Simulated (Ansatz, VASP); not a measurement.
# ZnO (scan): VASP beside Ansatz

```
CELL_PARAMETERS angstrom
3.23538 0.00000 0.00000
-1.61769 2.80192 0.00000
0.00000 0.00000 5.21117
ATOMIC_POSITIONS crystal
Zn 0.33333 0.66667 0.00168
Zn 0.66667 0.33333 0.50168
O 0.33333 0.66667 0.38132
O 0.66667 0.33333 0.88132
```

Alike in both runs: functional r2SCAN; k mesh 9 × 9 × 6; occupations gaussian, width 0.02 eV; no spin polarisation.

Ansatz relaxed the structure, and its values are those at the end. VASP's run is a single point on that final structure, the one shown.

|  | VASP | Ansatz |
| --- | --- | --- |
| version | VASP 6.6.1 | Ansatz 0.2.0 |
| potentials or method | VASP PAW PBE potentials, release 64 (Zn, O) | scalar-relativistic, plane waves, PAW |
| plane-wave cutoff (eV) | 520 | 500 |
| valence electrons in the cell | 36 | 36 |

```csv
,VASP,Ansatz,Ansatz less VASP
gap on the k mesh at the Fermi level (eV),1.23,1.23,0.000
least direct gap on the mesh (eV),1.23,1.23,0.000
pressure (GPa),1.0,0.0,-0.96
rms of the force components (eV/Å),0.007,0.001,-0.0057
```

The functional is the same, so the differences come from potentials, cutoffs and numerics.

Caveats: the PAW data sets were made with another functional, which shifts forces and pressure a little (VASP). r2SCAN opens gaps a little over a GGA but as a rule still falls short of measured ones.
